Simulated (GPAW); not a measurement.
SnTe in GPAW: the effect of functional

SnTe:

```
CELL_PARAMETERS angstrom
0.00000 3.15085 3.15085
3.15085 0.00000 3.15085
3.15085 3.15085 0.00000
ATOMIC_POSITIONS crystal
Te 0.50000 0.50000 0.50000
Sn 0.00000 0.00000 0.00000
```

Alike in all runs:

* Program: GPAW 26.7.0
* Task: dielectric tensor
* Cutoff: 400 eV
* Basis: pw
* k mesh: 6 × 6 × 6
* Occupations: fermi-dirac, width 0.001 eV
* Spin: no spin polarisation

Q: One run gave: dielectric constant 2904.62 mean. Which functional did it use?
A. AM05
B. PBE
C. PBEsol
D. LDA
E. GLLB-SC

A: E.

```tsv
functional	potentials or basis	dielectric constant (mean)
LDA	the program's PAW data sets (release 1.2.1) made for this functional	74.77
AM05	PAW data sets generated in the run's folder for this functional	70.55
PBEsol	PAW data sets generated in the run's folder for this functional	68.21
PBE	GPAW PAW data sets (gpaw-data 1.2.1)	76.45
RPBE	the program's PAW data sets (release 1.2.1) made for this functional	91.17
GLLB-SC	the program's PAW data sets (release 1.2.1) made for this functional	2904.62
```

Caveats: the long-wavelength limit can be off by a per cent or two; a model potential gives levels but no total energy (some runs); response on these states lacks terms of the Hamiltonian (some runs).
